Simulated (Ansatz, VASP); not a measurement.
One calculation of SnSe, two programs

```
Sn Se
1.0
     0.00000    2.99993    2.99993
     2.99993    0.00000    2.99993
     2.99993    2.99993    0.00000
Sn Se
1 1
Direct
  0.00000 0.00000 0.00000
  0.50000 0.50000 0.50000
```

Change from the starting cell: volume scaled by 0.99, PAW files.

Alike in both runs: task electric field gradients; functional PBE; k mesh 9 × 9 × 9; occupations fermi-dirac, width 0.02 eV; no spin polarisation.

```csv
,VASP,Ansatz
version,VASP 6.6.1,Ansatz 0.2.0
potentials or method,"VASP PAW PBE potentials, release 64 (Sn_d, Se)","PAW with Ansatz's default frozen-core files, scalar-relativistic"
plane-wave cutoff (eV),520,420
valence electrons in the cell,20,30
```

```csv
,VASP,Ansatz,Ansatz less VASP
pressure (GPa),1.6,1.6,0.00
Vzz of the field gradient on the site that differs most (V/Å²),0.0,0.0,0.00
```

The functional is the same, so the differences come from potentials, cutoffs and numerics. The two sets of potentials don't hold the same shells in valence. Ansatz warned: «gradients_without_spin_orbit».
